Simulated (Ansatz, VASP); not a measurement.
**One calculation of Sn, two programs**

```
Sn
1.0
    -1.75197    1.75216    2.15035
     1.75197   -1.75216    2.15035
     1.75197    1.75216   -2.15035
Sn
1
Direct
  0.00000 0.00000 0.00000
```

Alike in both runs: functional PBEsol; k mesh 16 × 16 × 16; occupations gaussian, width 0.1 eV; no spin polarisation.

Ansatz relaxed the structure, and its values are those at the end. VASP's run is a single point on that final structure, the one shown.

```csv
,VASP,Ansatz
version,VASP 6.6.1,Ansatz 0.2.0
potentials or method,"VASP PAW PBE potentials, release 64 (Sn_d)","scalar-relativistic, plane waves, PAW"
plane-wave cutoff (eV),520,420
valence electrons in the cell,14,14
```

|  | VASP | Ansatz | Ansatz less VASP |
| --- | --- | --- | --- |
| gap on the k mesh at the Fermi level (eV) | none | none | - |
| pressure (GPa) | 0.0 | 0.0 | +0.02 |

A gap of «none» marks a metal or a gap that the smearing closes. With one functional, cell and mesh, what is left measures potentials, basis and numerics.

Caveats: the PAW data sets were made with another functional, which shifts forces and pressure a little (VASP).
